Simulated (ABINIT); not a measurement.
MgO, 2 atoms in the cell. It takes space group Fm-3m (No. 225, cubic). Conventional cell: a = 4.194 Å, b = 4.194 Å, c = 4.194 Å, α = 90.00°, β = 90.00°, γ = 90.00°. Around Mg (site symmetry m-3m) lie 6 O at 2.10 Å. O (site symmetry m-3m) is surrounded by 6 Mg at 2.10 Å. The cell is a database's computed one.

* Program: ABINIT 10.8.3 (patched build)
* Task: equation of state
* Functional: BP86
* Dispersion: D2
* Potentials or basis: JTH PAW PBE v2.0
* Cutoff: 626 eV
* k mesh: 11 × 11 × 11
* Occupations: fermi-dirac, width 0.05 eV
* Spin: no spin polarisation
* Fine-grid cutoff: 1224.51 eV
* Exchange and correlation inside the PAW spheres: full angular mesh (pawxcdev 0, this build's default; the released program takes 1)

Potentials or basis: JTH PAW PBE v2.0.

Run with:

```sh
$ abinit run.abi > log 2>&1
```

Hardware: 1 thread of Arm Neoverse V1, on a shared host.

Estimate the wall time of this run.

Run time: 96 s on 1 thread of Arm Neoverse V1 (shared host), peak memory 0.13 GiB. Counts: scf iterations 67, mpi ranks 1, k points 56, bands 12, plane waves 626.
